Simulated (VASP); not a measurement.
# Zn (Fm-3m) in VASP: notebook

Runs on Zn. Level: r2SCAN. Tasks: single point.

All numbers are computed with VASP 6.6.1; they aren't measurements. Logs are shortened: lines on timing, memory, paths and dates and some standing lists are left out, and cuts for length are marked.

**1. The crystal as given**

It takes space group Fm-3m (No. 225, cubic). The conventional cell has a = 3.822 Å, b = 3.822 Å, c = 3.822 Å, α = 90.00°, β = 90.00°, γ = 90.00°. Around Zn (site symmetry m-3m) lie 12 Zn at 2.70 Å.

This isn't the form of Zn at room conditions, which is hcp.

**2. Single point, r2SCAN**

Contents of POSCAR:

```
Zn
1.0
    0.0000000000      1.9109191836      1.9109191836
    1.9109191836      0.0000000000      1.9109191836
    1.9109191836      1.9109191836      0.0000000000
Zn
1
Direct
    0.0000000000      0.0000000000      0.0000000000
```

Contents of INCAR.step1:

```
ALGO = Normal
EDIFF = 1E-4
ENCUT = 520
GGA = PE
ISMEAR = 1
LASPH = True
LCHARG = False
LREAL = False
LWAVE = True
NBANDS = 12
NELM = 100
PREC = Accurate
SIGMA = 0.1
```

Contents of INCAR.step2:

```
ALGO = Normal
EDIFF = 1E-6
ENCUT = 520
ISIF = 2
ISMEAR = 1
ISTART = 1
LASPH = True
LCHARG = False
LMIXTAU = True
LREAL = False
LWAVE = False
METAGGA = R2SCAN
NBANDS = 12
NELM = 100
PREC = Accurate
SIGMA = 0.1
```

Contents of KPOINTS:

```
k-points
0
Gamma
  10 10 10
```

Potentials or basis: VASP PAW PBE potentials, release 64 (Zn).

Launch:

```sh
cat potpaw_PBE.64/Zn/POTCAR > POTCAR
cp INCAR.step1 INCAR
mpirun -np 1 vasp_std > vasp.out
cp INCAR.step2 INCAR
mpirun -np 1 vasp_std > vasp.out
```

OUTCAR:

```text
EDIFF = 1E-6
   ENCUT = 520
   ISIF = 2
   ISMEAR = 1
   ISTART = 1
   LASPH = True
   LREAL = False
   METAGGA = R2SCAN
   NELM = 100
   PREC = Accurate

 ion  position               nearest neighbor table
   1  0.000  0.000  0.000-

  LATTYP: Found a face centered cubic cell.
 ALAT       =     3.8218383672

  Lattice vectors:

 A1 = (   0.0000000000,   1.9109191836,   1.9109191836)
 A2 = (   1.9109191836,   0.0000000000,   1.9109191836)
 A3 = (   1.9109191836,   1.9109191836,   0.0000000000)

Analysis of symmetry for initial positions (statically):
=====================================================================
 Subroutine PRICEL returns:
 Original cell was already a primitive cell.

 Routine SETGRP: Setting up the symmetry group for a
 face centered cubic supercell.

 Subroutine GETGRP returns: Found 48 space group operations
 (whereof 48 operations were pure point group operations)
 out of a pool of 48 trial point group operations.

The static configuration has the point symmetry O_h .

Analysis of symmetry for dynamics (positions and initial velocities):
=====================================================================
 Subroutine PRICEL returns:
 Original cell was already a primitive cell.

 Routine SETGRP: Setting up the symmetry group for a
 face centered cubic supercell.

 Subroutine GETGRP returns: Found 48 space group operations
 (whereof 48 operations were pure point group operations)
 out of a pool of 48 trial point group operations.

The dynamic configuration has the point symmetry O_h .

 Subroutine INISYM returns: Found 48 space group operations
 (whereof 48 operations are pure point group operations),
 and found     1 'primitive' translations

----------------------------------------------------------------------------------------

                                     Primitive cell

  volume of cell :      13.9559

  direct lattice vectors                    reciprocal lattice vectors
     0.000000000  1.910919184  1.910919184    -0.261654184  0.261654184  0.261654184
     1.910919184  0.000000000  1.910919184     0.261654184 -0.261654184  0.261654184
     1.910919184  1.910919184  0.000000000     0.261654184  0.261654184 -0.261654184

  length of vectors
     2.702447826  2.702447826  2.702447826     0.453198341  0.453198341  0.453198341

  position of ions in fractional coordinates (direct lattice)
     0.000000000  0.000000000  0.000000000

  ion indices of the primitive-cell ions
   primitive index   ion index
                 1           1

----------------------------------------------------------------------------------------

 KPOINTS: k-points

Automatic generation of k-mesh.
 Grid dimensions read from file:
 generate k-points for:   10   10   10

 Generating k-lattice:

  Cartesian coordinates                     Fractional coordinates (reciprocal lattice)
    -0.026165418  0.026165418  0.026165418     0.100000000  0.000000000  0.000000000
     0.026165418 -0.026165418  0.026165418     0.000000000  0.100000000  0.000000000
     0.026165418  0.026165418 -0.026165418     0.000000000  0.000000000  0.100000000

  Length of vectors
     0.045319834  0.045319834  0.045319834

  Shift w.r.t. Gamma in fractional coordinates (k-lattice)
     0.000000000  0.000000000  0.000000000

 Subroutine IBZKPT returns following result:
 ===========================================

 Found     47 irreducible k-points:

 Following reciprocal coordinates:
            Coordinates               Weight
  0.000000  0.000000  0.000000      1.000000
  0.100000  0.000000  0.000000      8.000000
  0.200000  0.000000  0.000000      8.000000
  0.300000  0.000000  0.000000      8.000000
  0.400000  0.000000  0.000000      8.000000
  0.500000  0.000000  0.000000      4.000000
[... 16 lines left out ...]
  0.300000  0.300000  0.000000      6.000000
  0.400000  0.300000  0.000000     24.000000
 [... further k-points ...]
   k-points           NKPTS =     47   k-points in BZ     NKDIM =     47   number of bands    NBANDS=     12
   number of dos      NEDOS =    301   number of ions     NIONS =      1
   total plane-waves  NPLWV =   8000
   dimension x,y,z NGX =    20 NGY =   20 NGZ =   20
   dimension x,y,z NGXF=    40 NGYF=   40 NGZF=   40
   ions per type =               1
   NGX,Y,Z   is equivalent  to a cutoff of  12.30, 12.30, 12.30 a.u.
   NGXF,Y,Z  is equivalent  to a cutoff of  24.61, 24.61, 24.61 a.u.
 SYSTEM =  unknown system
   PREC   = accura    normal or accurate (medium, high low for compatibility)
   ISTART =      1    job   : 0-new  1-cont  2-samecut
   ICHARG =      0    charge: 1-file 2-atom 10-const
   ISPIN  =      1    spin polarized calculation?
   LNONCOLLINEAR =      F non collinear calculations
   LSORBIT =      F    spin-orbit coupling
   LASPH  =      T    aspherical Exc in radial PAW
   ENCUT  =  520.0 eV  38.22 Ry    6.18 a.u.   5.02  5.02  5.02*2*pi/ulx,y,z
   NELM   =    100;   NELMIN=  2; NELMDL=  0     # of ELM steps
   EDIFF  = 0.1E-05   stopping-criterion for ELM
   LREAL  =      F    real-space projection
[... 7 lines left out ...]
   TEBEG  =    0.0;   TEEND  =   0.0 temperature during run
   PSTRESS=    0.0 pullay stress
   NELECT =      12.0000    total number of electrons
   NUPDOWN=      -1.0000    fix difference up-down
   EMIN   =  10.00;   EMAX   =-10.00  energy-range for DOS
   EFERMI =   0.00;   METHOD = LEGACY
   ISMEAR =     1;   SIGMA  =   0.10  broadening in eV -4-tet -1-fermi 0-gaus
   EFERMI_NEDOS =   21; number of points for ismear=-14 and -15
   IALGO  =     38    algorithm
   IMIX   =      4    mixing-type and parameters
     AMIX     =   0.40;   BMIX     =  1.00
     AMIX_MAG =   1.60;   BMIX_MAG =  1.00
  volume/ion in A,a.u.               =      13.96        94.18
  Fermi-wavevector in a.u.,A,eV,Ry     =   1.556741  2.941813 32.972922  2.423441
  Thomas-Fermi vector in A             =   2.660492
   LORBIT       =      0    0 simple, 1 ext, 2 COOP (PROOUT), +10 PAW based schemes
   METAGGA = R2SCAN    functional components
   LHFCALC =     F    Hartree Fock is set to
   AEXX    =    0.0000 exact exchange contribution
   IVDW    =     0    specifies the selected vdW correction
   LEPSILON=     F    determine dielectric tensor
   LRPA    =     F    only Hartree local field effects (RPA)
 non-spin polarized calculation
 Methfessel and Paxton  Order N= 1 SIGMA  =   0.10
  energy-cutoff  :      520.00
  volume of cell :       13.96
 maximum number of plane-waves:       388
   NGX =  9   NGY =  9   NGZ =  9

 number of electron      12.0000016 magnetization

 Free energy of the ion-electron system (eV)
  ---------------------------------------------------
  ext. energy  EPLUGINS =         0.00000000
  ---------------------------------------------------
  free energy    TOTEN  =        -8.86969684 eV

  energy without entropy =       -8.86946503  energy(sigma->0) =       -8.86961957

 E-fermi :   3.7426     XC(G=0): -13.1935

 val. band max:        3.5869451966   @ k =  -0.4000   0.3000   0.0000
 cond. band min:       3.7671022940   @ k =  -0.4000   0.2000   0.0000
 fundamental gap:      0.1801570973
 Fermi energy:         3.7425807010

 k-point     1 :       0.0000    0.0000    0.0000
  band No.  band energies     occupation
      1      -7.9777      2.00000
      2      -4.6118      2.00000
      3      -4.6118      2.00000
      4      -4.6118      2.00000
      5      -4.1619      2.00000
      6      -4.1619      2.00000
      7      23.9102      0.00000
      8      24.1639      0.00000
      9      24.1640      0.00000
     10      24.1640      0.00000
     11      26.5047      0.00000
     12      26.5047      0.00000

 k-point     2 :       0.1000    0.0000    0.0000
  band No.  band energies     occupation
      1      -7.6446      2.00000
      2      -4.6413      2.00000
      3      -4.5739      2.00000
      4      -4.5738      2.00000
      5      -4.1718      2.00000
      6      -4.1718      2.00000
      7      19.4821      0.00000
      8      23.1356      0.00000
      9      23.1357      0.00000
     10      23.8700      0.00000
     11      28.1142      0.00000
     12      28.1142      0.00000

 k-point     3 :       0.2000    0.0000    0.0000
  band No.  band energies     occupation
      1      -6.7117      2.00000
      2      -4.6466      2.00000
      3      -4.5174      2.00000
      4      -4.5173      2.00000
      5      -4.1520      2.00000
      6      -4.1519      2.00000
      7      14.1851      0.00000
      8      21.9355      0.00000
      9      21.9356      0.00000
     10      23.5353      0.00000
     11      28.9243      0.00000
     12      28.9244      0.00000
[... 286 lines left out ...]
 k-point    23 :       0.3000    0.3000    0.0000
  band No.  band energies     occupation
      1      -5.3655      2.00000
      2      -5.1052      2.00000
      3      -4.0820      2.00000
      4      -4.0820      2.00000
      5      -3.9559      2.00000
      6      -3.2311      2.00000
      7      14.7886      0.00000
      8      15.1882      0.00000
      9      15.1883      0.00000
     10      17.7184      0.00000
     11      19.5814      0.00000
     12      39.2583      0.00000

 k-point    24 :       0.4000    0.3000    0.0000
  band No.  band energies     occupation
      1      -5.2835      2.00000
      2      -5.1608      2.00000
      3      -4.0997      2.00000
      4      -4.0575      2.00000
      5      -3.8473      2.00000
      6      -1.6210      2.00000
      7      11.6036      0.00000
      8      12.1264      0.00000
      9      14.5032      0.00000
     10      18.0907      0.00000
     11      21.3221      0.00000
     12      37.0498      0.00000

 [... further k-points ...]
[... 5 lines left out ...]
  --------------------------------------------------------------------------------------
  -------------------------------------------------------------------------------------
  Total        0.2002776      0.2002776      0.2002776      0.0000000     -0.0000000      0.0000000
  in kB       22.9924847     22.9924847     22.9924847      0.0000000     -0.0000000      0.0000000
  external PRESSURE =      22.9924847 kB  Pullay stress =       0.0000000 kB

 VOLUME and BASIS-vectors are now :
 -----------------------------------------------------------------------------
  energy-cutoff  :      520.00
  volume of cell :       13.96
      direct lattice vectors                 reciprocal lattice vectors
     0.000000000  1.910919184  1.910919184    -0.261654184  0.261654184  0.261654184
     1.910919184  0.000000000  1.910919184     0.261654184 -0.261654184  0.261654184
     1.910919184  1.910919184  0.000000000     0.261654184  0.261654184 -0.261654184

 POSITION                                       TOTAL-FORCE (eV/Angst)
 -----------------------------------------------------------------------------------
      0.00000      0.00000      0.00000        -0.000000     -0.000000     -0.000000
 -----------------------------------------------------------------------------------
    total drift:                                0.000000      0.000000      0.000000

  FREE ENERGIE OF THE ION-ELECTRON SYSTEM (eV)
  ---------------------------------------------------
  free  energy   TOTEN  =        -8.8696968415 eV

  energy  without entropy=       -8.8694650288  energy(sigma->0) =       -8.86961957
```

Wall time 50 s (1 thread of Intel Xeon Platinum 8375C at 2.90GHz (Ice Lake), shared host); peak memory 0.12 GiB.

What came out:

- Free energy: -8.8697 eV
- Pressure: 2.3 GPa
- Band gap on the k mesh: none (metal or under the smearing width)

Levels at points of the mesh, in eV from the Fermi level:
| k point | band 3 | band 4 | band 5 | band 6 | band 7 | band 8 | band 9 | band 10 |
| --- | --- | --- | --- | --- | --- | --- | --- | --- |
| (0.00, 0.00, 0.00) | -8.35 | -8.35 | -7.90 | -7.90 | 20.17 | 20.42 | 20.42 | 20.42 |
| (0.50, 0.00, 0.00) | -8.36 | -7.57 | -7.57 | -3.65 | -1.38 | 17.05 | 17.05 | 18.71 |
| (0.50, 0.50, 0.00) | -7.59 | -7.49 | -7.49 | -1.50 | 2.08 | 9.23 | 9.23 | 12.75 |

Caveat: the PAW data sets were made with another functional, which shifts forces and pressure a little.

**3. Single point, r2SCAN**

This run uses another cell than the first one, of 13.35 Å³/atom, 0.957 times its volume.

Contents of POSCAR:

```
Zn
1.0
    0.0000000000      1.8828133482      1.8828133482
    1.8828133482      0.0000000000      1.8828133482
    1.8828133482      1.8828133482      0.0000000000
Zn
1
Direct
    0.0000000000      0.0000000000      0.0000000000
```

Contents of INCAR.step1:

```
SYSTEM = Zn
PREC     = Accurate       ! precision mode
ENCUT    = 520            ! plane-wave cutoff, eV
ISMEAR   = 1              ! smearing method
SIGMA    = 0.1            ! smearing width, eV
LREAL    = .FALSE.        ! projectors in reciprocal space
LASPH    = .TRUE.         ! aspherical terms in the spheres
NELM     = 100            ! most SCF steps
NBANDS   = 12             ! bands
GGA      = PE             ! functional
ALGO     = Normal         ! electronic algorithm
EDIFF    = 1E-4           ! SCF threshold, eV
LWAVE    = .TRUE.         ! write WAVECAR
LCHARG   = .FALSE.        ! write CHGCAR
```

Contents of INCAR.step2:

```
SYSTEM = Zn
PREC     = Accurate       ! precision mode
ENCUT    = 520            ! plane-wave cutoff, eV
EDIFF    = 1E-6           ! SCF threshold, eV
ISMEAR   = 1              ! smearing method
SIGMA    = 0.1            ! smearing width, eV
LREAL    = .FALSE.        ! projectors in reciprocal space
LASPH    = .TRUE.         ! aspherical terms in the spheres
NELM     = 100            ! most SCF steps
ALGO     = Normal         ! electronic algorithm
ISIF     = 2              ! what is computed and relaxed
LWAVE    = .FALSE.        ! write WAVECAR
LCHARG   = .FALSE.        ! write CHGCAR
METAGGA  = R2SCAN         ! meta-GGA
LMIXTAU  = .TRUE.       
NBANDS   = 12             ! bands
ISTART   = 1
```

Contents of KPOINTS:

```
Automatic mesh
0
G
  10 10 10
  0 0 0
```

Potentials or basis: VASP PAW PBE potentials, release 64 (Zn).

Launch:

```sh
cat potpaw_PBE.64/Zn/POTCAR > POTCAR
cp INCAR.step1 INCAR
mpirun -np 1 vasp_std > vasp.out
cp INCAR.step2 INCAR
mpirun -np 1 vasp_std > vasp.out
```

It took 49 s on 1 thread of Intel Xeon Platinum 8375C at 2.90GHz (Ice Lake), shared host; peak memory 0.12 GiB.

It converged, with:

```yaml
Free_energy: -8.8522 eV
Pressure: 7.5 GPa
Band_gap_on_the_k_mesh: none (metal or under the smearing width)
```

Levels at points of the mesh, in eV from the Fermi level:
```tsv
k point	band 3	band 4	band 5	band 6	band 7	band 8	band 9	band 10
(0.00, 0.00, 0.00)	-8.56	-8.56	-8.07	-8.07	20.45	21.03	21.03	21.03
(0.50, 0.00, 0.00)	-8.57	-7.71	-7.71	-3.93	-1.36	17.57	17.57	18.94
(0.50, 0.50, 0.00)	-7.73	-7.62	-7.62	-1.69	2.18	9.41	9.41	13.00
```

Caveat: the PAW data sets were made with another functional, which shifts forces and pressure a little.
